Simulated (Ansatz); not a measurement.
## SnO2: valence-band photoemission

Aim: the valence spectrum of SnO2 from He I to hard X-rays, and which orbitals make each feature.

Program: Ansatz 0.2.0. Level of theory: DFT, PBE, plane-wave PAW, default files, scalar-relativistic, in the first sound run; inputs show where later runs differ. Results are calculated unless marked as measured.

Most raw output is cut from this account.

## 1. The starting structure

It takes space group Imma (No. 74, orthorhombic). The conventional cell has a = 6.498 Å, b = 6.829 Å, c = 6.828 Å, α = 90.00°, β = 90.00°, γ = 90.00°. Nearest to Sn lie 6 O at 2.09 Å. Nearest to Sn lie 6 O at 2.09 to 2.10 Å. O has 3 Sn at 2.09 to 2.10 Å nearest. Nearest to O lie 3 Sn at 2.09 Å. Farther neighbours and most contacts between anions are not listed.

## 2. The base run

The base run gives the projected DOS, from which the spectra are built. The DOS is taken on a denser mesh than the density.

Input file input.yaml:

```yaml
crystal:
  lattice:
    - [-3.248897, 3.41447, 3.414021]
    - [3.248897, -3.41447, 3.414021]
    - [3.248897, 3.41447, -3.414021]
  atoms:
    - { symbol: Sn, position: [0.5, 0.0, 0.0] }
    - { symbol: Sn, position: [0.5, 0.5, 0.5] }
    - { symbol: Sn, position: [0.003599, 0.753599, 0.25] }
    - { symbol: Sn, position: [0.996401, 0.246401, 0.75] }
    - { symbol: O, position: [0.806496, 0.803774, 0.497278] }
    - { symbol: O, position: [0.806496, 0.309218, 0.002722] }
    - { symbol: O, position: [0.302435, 0.24594, 0.056495] }
    - { symbol: O, position: [0.689445, 0.24594, 0.443505] }
    - { symbol: O, position: [0.310555, 0.75406, 0.556495] }
    - { symbol: O, position: [0.193504, 0.690782, 0.997278] }
    - { symbol: O, position: [0.697565, 0.75406, 0.943505] }
    - { symbol: O, position: [0.193504, 0.196226, 0.502722] }
kpoints:
  mp_grid: { grid: [6, 6, 6] }
  band_path:
    path:
      - [[0.0, 0.0, 0.0], [0.5, -0.5, 0.5], [0.476342, -0.476342, 0.523658]]
      - [[-0.476342, 0.476342, 0.476342], [0.0, 0.0, 0.0], [0.499934, 0.499934, -0.499934]]
      - [[0.500066, -0.499934, 0.499934], [0.5, -0.5, 0.5]]
      - [[0.0, 0.0, 0.0], [0.0, 0.5, 0.0], [0.25, 0.25, 0.25], [0.5, 0.0, 0.0], [0.0, 0.0, 0.0]]
    npoints: 10
scf:
  occupations: { method: fermi_dirac, width: 0.02 }
  n_extra_bands: 28
hamiltonian:
  xc: pbe
  pseudopotentials: { kind: paw }
output:
  forces: true
  stress: true
  dos:
    projected: true
    de: 0.05
    e_range: [-28, 12]
    nscf_kmesh: { grid: [8, 8, 8] }
  fatbands: true
```

On the command line:

```console
ansatz run input.yaml --threads 4 --pin off --max-ram 8192MiB --backend cpu --events-out ev --progress --plain --runs-dir out
```

Elapsed: 23 s, on 4 threads of INTEL XEON PLATINUM 8581C at 2.10GHz (Emerald Rapids), shared host; peak memory 0.95 GiB.

Numbers from this step:

```yaml
free_energy: -28635.9323 eV
fermi_energy: 9.002 eV
symmetry_operations: 8
pressure: -0.8167 GPa
gap_on_the_k_mesh: 0.6271 eV
zero_of_energy: valence-band maximum
share_of_occupied_states_in_no_projected_shell: 0.0043 of the occupied states in the window
gap_on_the_path: 0.6271 eV
least_direct_gap_on_the_path: 0.6271 eV
valence_top_on_path: 0 eV
```

Electronic bands along the path, in eV, zero at the valence-band maximum; v1 is the highest filled band, c1 the lowest empty one:

```csv
point,v4,v3,v2,v1,c1,c2,c3,c4
Γ,-0.77,-0.73,-0.72,0.00,0.63,4.32,4.32,5.65
halfway,-1.05,-0.96,-0.78,-0.45,2.76,4.87,5.05,5.58
X,-1.17,-1.17,-0.84,-0.84,4.23,4.24,5.54,5.55
halfway,-1.17,-1.17,-0.84,-0.84,4.24,4.24,5.47,5.62
F0,-1.16,-1.16,-0.84,-0.84,4.24,4.24,5.39,5.69
jump to Σ0,-1.16,-1.16,-0.84,-0.84,4.24,4.24,5.39,5.69
halfway,-0.80,-0.79,-0.78,-0.41,3.08,4.53,4.53,6.28
Γ,-0.77,-0.73,-0.72,0.00,0.63,4.32,4.32,5.65
halfway,-1.04,-0.96,-0.78,-0.44,2.76,4.87,5.05,5.59
Λ0,-1.17,-1.17,-0.84,-0.84,4.23,4.24,5.54,5.55
jump to G0,-1.17,-1.17,-0.84,-0.84,4.23,4.24,5.54,5.55
halfway,-1.17,-1.17,-0.84,-0.84,4.23,4.24,5.54,5.55
X,-1.17,-1.17,-0.84,-0.84,4.23,4.24,5.54,5.55
jump to Γ,-0.77,-0.73,-0.72,0.00,0.63,4.32,4.32,5.65
halfway,-0.82,-0.73,-0.71,-0.20,2.12,4.55,4.78,5.69
R,-0.81,-0.79,-0.49,-0.46,3.97,3.97,5.56,5.58
halfway,-0.83,-0.83,-0.58,-0.56,4.26,4.26,5.43,5.44
W,-0.77,-0.77,-0.76,-0.76,4.93,4.93,4.93,4.93
halfway,-0.80,-0.80,-0.65,-0.64,4.20,4.20,5.56,5.56
S,-0.75,-0.74,-0.59,-0.59,3.85,3.85,5.80,5.81
halfway,-0.90,-0.89,-0.69,-0.27,1.99,4.90,4.91,5.15
Γ,-0.77,-0.73,-0.72,0.00,0.63,4.32,4.32,5.65
```

Of the projections kept (Sn s, Sn p, O s, O p, not projected), the largest for each band there; the rest of the weight can lie on other orbitals:

```csv
point,v4,v3,v2,v1,c1,c2,c3,c4
Γ,O p 0.99,O p 0.99,O p 0.99,O p 1.00,Sn s 0.65,Sn s 0.46,Sn s 0.46,Sn s 0.48
X,O p 0.97,O p 0.97,O p 0.99,O p 0.99,Sn s 0.52,Sn s 0.52,Sn s 0.50,Sn s 0.50
F0,O p 0.97,O p 0.97,O p 0.99,O p 0.99,Sn s 0.52,Sn s 0.52,Sn s 0.49,Sn s 0.50
Σ0,O p 0.97,O p 0.97,O p 0.99,O p 0.99,Sn s 0.52,Sn s 0.52,Sn s 0.49,Sn s 0.50
Γ,O p 0.99,O p 0.99,O p 0.99,O p 1.00,Sn s 0.65,Sn s 0.46,Sn s 0.46,Sn s 0.48
Λ0,O p 0.97,O p 0.97,O p 0.99,O p 0.99,Sn s 0.52,Sn s 0.52,Sn s 0.50,Sn s 0.50
```

The DOS has structure finer than the step of the table below, so its rows give means over 1 eV, whole bins alone (the curve runs from -22.5 to 12.3 eV). Peaks (eV: height): total -20.0: 179, -0.8: 23.6, 12.2: 27.0; O 2p -3.4: 6.73, -1.0: 17.5, -0.8: 23.1; Sn 5p 8.0: 3.37, 10.4: 5.73, 11.3: 4.61, 11.6: 4.44; Sn 5s -7.3: 1.83, 4.8: 1.99, 5.1: 1.60, 5.8: 1.55; O 2s -20.8: 4.08, -17.0: 6.73, -15.6: 11.1.

DOS against E, zero at the valence-band maximum; means over each step; values in states/eV/cell:

```csv
E (eV),total,O 2p,Sn 5p,Sn 5s,O 2s,Sn 4d
-22,0,0,0,0,0,0
-21,7.98,0.0577,0.0748,0.0364,1.10,6.71
-20,32.0,0.227,0.0741,0.0210,0.309,31.4
-19,0.0942,2.2e-4,0.00511,0.0239,0.0592,0.00529
-18,2.82,0.0233,0.449,0.370,1.84,0.128
-17,5.95,0.0530,0.991,0.254,4.22,0.404
-16,6.80,0.0421,0.511,0.0925,5.17,0.964
-15,0.338,0.00333,0.00534,0.0129,0.255,0.0596
-14,0,0,0,0,0,0
-13,0,0,0,0,0,0
-12,0,0,0,0,0,0
-11,0,0,0,0,0,0
-10,0,0,0,0,0,0
-9,0,0,0,0,0,0
-8,0.710,0.398,0.0150,0.270,0.0218,0.00335
-7,4.05,2.30,0.133,1.41,0.166,0.0181
-6,2.19,1.30,0.102,0.606,0.152,0.0159
-5,3.37,2.41,0.600,0.218,0.0961,0.0161
-4,6.99,5.36,1.26,0.140,0.144,0.0348
-3,6.65,5.47,0.843,0.0690,0.163,0.0472
-2,8.06,7.29,0.408,0.0415,0.131,0.0860
-1,14.9,14.5,0.0948,0.0224,0.0333,0.0999
0,1.04,1.02,0.00860,4.1e-4,0.00260,0.00107
1,0.0530,0.0105,0.00141,0.0279,0.0127,0
2,0.259,0.0729,0.0138,0.118,0.0521,1.9e-4
3,0.637,0.208,0.0460,0.269,0.105,7.3e-4
4,1.89,0.656,0.143,0.830,0.221,0.00330
5,3.48,1.22,0.317,1.57,0.276,0.00378
6,1.93,0.685,0.250,0.840,0.0832,0.00128
7,2.27,0.258,1.57,0.0791,0.242,9.6e-4
8,3.91,0.531,2.57,0.165,0.444,0.00230
9,3.26,0.479,2.17,0.134,0.243,0.00187
10,5.21,0.907,3.61,0.128,0.151,0.00135
11,5.38,0.875,3.64,0.0628,0.0976,0.00119
```

Simulated valence spectra by photon energy, shown to 13 eV, since a deeper line would dwarf them at some energies; the 100 % can be that line's tail at the edge; this run's widths, added to any smearing of the DOS itself: Gaussian 0.2 eV, Lorentzian 0.05 eV plus 0.08 an eV of depth. The intensity by binding energy, zero at the valence-band maximum; values in % of the maximum within 13 eV:

```csv
binding energy (eV),21.2 eV,150 eV,1486.7 eV,2984.3 eV,5414.7 eV
-1.0,0.908,1.03,8.34,5.26,2.98
-0.5,1.49,1.62,9.35,5.86,3.34
0.0,4.98,5.12,12.5,7.37,4.15
0.5,41.5,41.6,39.8,19.1,9.80
1.0,89.5,89.7,90.1,43.8,22.4
1.5,63.0,63.5,90.3,49.8,27.8
2.0,40.3,41.1,77.1,49.6,32.1
2.5,34.1,34.8,75.8,53.2,37.1
3.0,31.8,32.3,78.3,58.2,42.5
3.5,35.7,35.7,93.4,73.7,56.4
4.0,31.7,31.5,89.5,73.1,57.8
4.5,23.0,23.1,76.5,63.9,51.6
5.0,15.6,16.3,64.5,55.4,46.6
5.5,9.19,10.8,60.6,54.4,48.8
6.0,8.66,10.9,70.3,66.0,61.9
6.5,10.3,13.1,88.7,87.3,85.3
7.0,11.1,14.0,98.7,100.0,99.9
7.5,8.25,10.5,79.9,79.7,78.7
8.0,3.34,4.50,45.6,39.9,35.2
8.5,1.40,2.17,33.1,24.8,18.2
9.0,0.818,1.51,31.3,21.6,14.0
9.5,0.560,1.28,32.4,21.4,12.9
10.0,0.417,1.20,34.8,22.4,12.9
10.5,0.327,1.22,38.2,24.3,13.6
11.0,0.266,1.30,42.6,26.9,14.8
11.5,-,1.45,48.3,30.4,16.5
12.0,-,1.69,55.5,34.9,18.9
12.5,-,2.05,65.0,40.8,22.1
```

Maxima picked by a test of local sharpness, so broad peaks and shoulders can be missing; peaks within 0.45 eV of a curve's cut are left out. Valence peaks, by row:

```csv
photon energy (eV),binding energy (eV),height (% of the maximum within 13 eV),main shell,its share (%)
21.2,6.884,11.13,O 2p,97.68
21.2,3.584,35.84,O 2p,93.43
21.2,0.8338,100,O 2p,99.79
150,20.28,14.97,Sn 4d,50.65
150,15.98,31.85,O 2s,96.51
150,6.884,14.15,O 2p,76.58
150,3.534,35.86,O 2p,93.09
150,0.8338,100,O 2p,99.45
1487,20.13,3484,Sn 4d,98.41
1487,6.984,98.77,Sn 5s,56.76
1487,3.634,94.68,Sn 5p,36.98
1487,2.834,80.29,Sn 5p,28.13
1487,1.284,100,Sn 4d,45.77
2984,20.13,2074,Sn 4d,98.03
2984,6.984,100,Sn 5s,73.08
2984,3.734,75.82,Sn 5p,51.55
2984,2.884,58.8,Sn 5p,43.07
2984,1.734,50.57,Sn 4d,41.31
2984,1.284,52.35,Sn 4d,51.85
5415,20.13,1000,Sn 4d,97.14
5415,7.034,100,Sn 5s,84.44
5415,3.784,59,Sn 5p,57.6
```

Shapes are the site's partial DOS without matrix elements, which overweights lines from ligand s bands. Intensity against emission energy less the core level's binding energy, zero at the valence-band maximum; read off at these points; values in % of the unpolarised maximum:

```csv
emission energy less the core level's binding energy (eV),O K,"O K, E along x","O K, E along y","O K, E along z"
-22.0,0.261,0.286,0.249,0.249
-21.0,0.589,0.651,0.558,0.558
-20.0,0.760,0.837,0.721,0.722
-19.0,0.434,0.457,0.423,0.423
-18.0,0.367,0.344,0.378,0.378
-17.0,0.404,0.353,0.429,0.429
-16.0,0.372,0.384,0.366,0.366
-15.0,0.288,0.321,0.271,0.272
-14.0,0.248,0.271,0.236,0.236
-13.0,0.275,0.302,0.262,0.262
-12.0,0.344,0.377,0.327,0.327
-11.0,0.469,0.514,0.446,0.446
-10.0,0.722,0.784,0.690,0.691
-9.0,1.44,1.51,1.41,1.41
-8.0,5.54,5.58,5.52,5.52
-7.0,13.5,15.2,12.6,12.6
-6.0,12.4,12.7,12.3,12.3
-5.0,20.3,23.9,18.5,18.5
-4.0,38.0,55.9,29.1,29.1
-3.0,42.9,59.7,34.5,34.5
-2.0,58.8,56.5,60.0,60.0
-1.4,89.3,73.4,97.3,97.3
-1.0,99.5,58.5,120,120
0.0,19.0,6.15,25.5,25.5
1.0,2.22,1.54,2.55,2.55
```

Shapes are the site's partial DOS without matrix elements, which overweights lines from ligand s bands. Emission peaks, by row:

```csv
line,energy (eV),height (%)
O K,-6.784,13.76
O K,-1.034,100
"O K, E along x",-6.834,15.49
"O K, E along x",-3.434,61.91
"O K, E along x",-1.384,73.58
"O K, E along y",-0.9338,120.8
"O K, E along z",-0.9338,120.6
```

Broadened DOS, unweighted empty DOS against E, zero at the valence-band maximum; read off at these points:

```csv
E (eV),"broadened DOS, unweighted empty DOS (states/eV/cell)"
0.250,1.7e-4
0.500,0.00266
0.750,0.0158
1.000,0.0495
1.250,0.0944
1.500,0.141
1.750,0.195
2.000,0.257
2.250,0.327
2.500,0.410
2.750,0.510
3.000,0.630
3.250,0.786
3.500,1.03
3.750,1.31
4.000,1.69
4.250,2.53
4.500,3.57
4.750,3.90
5.000,3.46
5.250,2.98
5.500,2.80
5.750,2.57
6.000,1.93
6.250,1.34
6.500,1.37
6.750,2.03
7.000,2.56
7.250,2.49
7.500,2.56
7.750,3.39
8.000,4.15
8.250,4.35
8.341,4.35
8.500,4.23
8.750,3.72
9.000,3.12
9.250,2.88
9.500,3.01
9.750,3.77
10.000,5.23
10.250,6.39
10.341,6.45
10.500,6.00
10.750,5.20
11.000,5.37
11.250,5.91
11.500,6.36
```

The spectra weight each projected shell by its atomic cross section (Dirac–Hartree–Slater) and angular factor, for linear light with the analyser at 30° from the polarisation. Broadening, on top of any smearing of the DOS itself: a Gaussian of 0.2 eV and a Lorentzian of 0.05 eV plus 0.08 times the binding energy (full widths), Fermi edge at 300 K. Curves are cut 10 eV under the photon energy, above any shell that the free atom's threshold puts out of reach, or at the lower edge of the window: 11.2 eV at 21.2 eV, 22.5 eV at 150 eV, 22.5 eV at 1486.7 eV, 22.5 eV at 2984.3 eV and 22.5 eV at 5414.7 eV. Dipole terms alone, which is rough above 3 keV; no background, satellites or final-state effects.

How the area divides among the shells (%):

```csv
shell,21.2 eV,150 eV,1486.7 eV,2984.3 eV,5414.7 eV
Sn 5s,0.0,1.2,1.6,3.5,7.6
Sn 5p,2.9,0.4,1.4,2.5,4.2
Sn 4d,0.0,5.5,86.2,82.7,74.8
O 2s,0.0,34.6,9.6,10.7,13.1
O 2p,97.1,58.3,1.1,0.6,0.4
```

At this level the gap is 0.63 eV on the path.

## 3. With spin–orbit coupling

This step: DFT, PBE, plane-wave PAW, default files, with spin-orbit coupling (Ansatz 0.2.0).

Spin–orbit coupling splits and shifts levels of heavy atoms, so the bands are solved again with spinors.

Changes to input.yaml since step 2:

```diff
@@ -29,6 +29,6 @@
   occupations: { method: fermi_dirac, width: 0.02 }
-  n_extra_bands: 28
+  n_extra_bands: 56
 hamiltonian:
   xc: pbe
-  pseudopotentials: { kind: paw }
+  pseudopotentials: { kind: paw_fr }
 output:
@@ -41,2 +41,6 @@
     nscf_kmesh: { grid: [8, 8, 8] }
+    method: { smearing: { sigma: 0.08, scheme: gaussian } }
   fatbands: true
+magnetization:
+  noncollinear: true
+  spin_orbit: true
```

It took 5.8 min on 4 threads; peak memory 3 GiB; 23 min of CPU time.

Numbers from this step:

- free energy: -28644.4532 eV
- pressure: -0.8574 GPa
- gap on the k-mesh: 0.6333 eV
- gap on the path: 0.6333 eV
- least direct gap on the path: 0.6333 eV

Electronic bands along the path, in eV, zero at the valence-band maximum; v1 is the highest filled band, c1 the lowest empty one:

```csv
point,v4,v3,v2,v1,c1,c2,c3,c4
Γ,-0.71,-0.71,0.00,0.00,0.63,0.63,4.32,4.32
halfway,-0.78,-0.78,-0.45,-0.45,2.76,2.76,4.87,4.87
X,-0.84,-0.84,-0.84,-0.84,4.24,4.24,4.24,4.24
halfway,-0.84,-0.84,-0.84,-0.84,4.24,4.24,4.24,4.24
F0,-0.84,-0.84,-0.84,-0.84,4.25,4.25,4.25,4.25
jump to Σ0,-0.84,-0.84,-0.84,-0.84,4.25,4.25,4.25,4.25
halfway,-0.78,-0.78,-0.41,-0.41,3.08,3.08,4.53,4.53
Γ,-0.71,-0.71,0.00,0.00,0.63,0.63,4.32,4.32
halfway,-0.78,-0.78,-0.44,-0.44,2.76,2.76,4.87,4.87
Λ0,-0.84,-0.84,-0.84,-0.84,4.24,4.24,4.24,4.24
jump to G0,-0.84,-0.84,-0.84,-0.84,4.24,4.24,4.24,4.24
halfway,-0.84,-0.84,-0.84,-0.84,4.24,4.24,4.24,4.24
X,-0.84,-0.84,-0.84,-0.84,4.24,4.24,4.24,4.24
jump to Γ,-0.71,-0.71,0.00,0.00,0.63,0.63,4.32,4.32
halfway,-0.71,-0.71,-0.20,-0.20,2.13,2.13,4.55,4.55
R,-0.49,-0.49,-0.46,-0.46,3.97,3.97,3.97,3.97
halfway,-0.58,-0.58,-0.56,-0.56,4.26,4.26,4.27,4.27
W,-0.76,-0.76,-0.75,-0.75,4.92,4.92,4.93,4.93
halfway,-0.65,-0.65,-0.64,-0.64,4.20,4.20,4.20,4.20
S,-0.59,-0.59,-0.59,-0.59,3.85,3.85,3.85,3.85
halfway,-0.69,-0.69,-0.27,-0.27,1.99,1.99,4.88,4.88
Γ,-0.71,-0.71,0.00,0.00,0.63,0.63,4.32,4.32
```

Of the projections kept (Sn s, Sn p, O s, O p, not projected), the largest for each band there; the rest of the weight can lie on other orbitals:

```csv
point,v4,v3,v2,v1,c1,c2,c3,c4
Γ,O p 0.99,O p 0.99,O p 1.00,O p 1.00,Sn s 0.65,Sn s 0.65,Sn s 0.46,Sn s 0.46
X,O p 0.99,O p 0.99,O p 0.99,O p 0.99,Sn s 0.52,Sn s 0.52,Sn s 0.52,Sn s 0.52
F0,O p 0.99,O p 0.99,O p 0.99,O p 0.99,Sn s 0.52,Sn s 0.52,Sn s 0.52,Sn s 0.52
Σ0,O p 0.99,O p 0.99,O p 0.99,O p 0.99,Sn s 0.52,Sn s 0.52,Sn s 0.52,Sn s 0.52
Γ,O p 0.99,O p 0.99,O p 1.00,O p 1.00,Sn s 0.65,Sn s 0.65,Sn s 0.46,Sn s 0.46
Λ0,O p 0.99,O p 0.99,O p 0.99,O p 0.99,Sn s 0.52,Sn s 0.52,Sn s 0.52,Sn s 0.52
```

The DOS has structure finer than the step of the table below, so its rows give means over 1 eV, whole bins alone (the curve runs from -22.9 to 12.3 eV). Peaks (eV: height): total -20.8: 36.5, -19.9: 43.7, -19.6: 54.5, -0.8: 22.0; O 2p -3.8: 7.09, -0.8: 21.6; Sn 5p 8.3: 3.40, 10.4: 5.84, 10.8: 4.07, 11.2: 4.42; Sn 5s -17.0: 0.413, -7.3: 1.73, 4.8: 2.08, 5.9: 1.49; O 2s -21.0: 2.71, -19.9: 2.14, -17.0: 5.94, -15.6: 10.2.

DOS against E, zero at the valence-band maximum; means over each step; values in states/eV/cell:

```csv
E (eV),total,O 2p,Sn 5p,Sn 5s,O 2s,Sn 4d
-22,0,0,0,0,0,0
-21,16.0,0.131,0.0744,0.0296,0.869,14.9
-20,23.2,0.151,0.0845,0.0344,0.626,22.3
-19,0.935,0.00302,0.00655,0.0270,0.0679,0.830
-18,2.81,0.0233,0.447,0.365,1.82,0.146
-17,5.91,0.0534,0.981,0.249,4.17,0.432
-16,6.60,0.0412,0.503,0.0858,4.98,0.971
-15,0.576,0.00532,0.0125,0.0195,0.433,0.104
-14,0,0,0,0,0,0
-13,0,0,0,0,0,0
-12,0,0,0,0,0,0
-11,0,0,0,0,0,0
-10,0,0,0,0,0,0
-9,0,0,0,0,0,0
-8,0.772,0.433,0.0172,0.293,0.0227,0.00357
-7,3.98,2.26,0.132,1.39,0.163,0.0180
-6,2.18,1.30,0.104,0.602,0.152,0.0159
-5,3.45,2.47,0.618,0.224,0.0982,0.0166
-4,6.93,5.32,1.25,0.137,0.142,0.0342
-3,6.67,5.49,0.841,0.0721,0.166,0.0485
-2,7.89,7.13,0.403,0.0385,0.130,0.0842
-1,15.0,14.6,0.0968,0.0233,0.0344,0.102
0,1.10,1.08,0.00888,5.4e-4,0.00274,0.00120
1,0.0616,0.0117,0.00143,0.0329,0.0150,0
2,0.240,0.0674,0.0125,0.109,0.0485,1.7e-4
3,0.674,0.221,0.0493,0.284,0.112,7.6e-4
4,1.96,0.675,0.153,0.857,0.228,0.00341
5,3.38,1.18,0.317,1.51,0.269,0.00370
6,2.01,0.696,0.296,0.852,0.0896,0.00129
7,2.34,0.272,1.61,0.0815,0.249,0.00101
8,3.95,0.554,2.59,0.174,0.438,0.00234
9,3.09,0.456,2.06,0.128,0.223,0.00177
10,5.32,0.938,3.68,0.127,0.158,0.00142
11,5.19,0.831,3.48,0.0607,0.0947,0.00117
```

Side by side:

```csv
quantity,this run,base run,difference
gap on the path (eV),0.6333,0.6271,0.00620
least direct gap on the path (eV),0.6333,0.6271,0.00620
gap on the k-mesh (eV),0.63331,0.62709,0.00622
```

(Part 1 of 2 ends here.)

[Logs are printed without paths, hosts, clocks, repeated set-up lines and the standing remarks that a program may print on its own settings, such as how far it seeks lower states.]

[Hosts, paths, dates, database ids (printed as entryN), source tags and the programs' standing remarks are cut or masked in the printed files.]

[Maps of the electrostatic potential energy from Ansatz leave out the sawtooth potential of an applied field or a dipole correction, so their vacuum need not be flat; work functions include it.]

[Peak lists hold at most the 14 tallest peaks of each spectrum; further lines can be left out.]
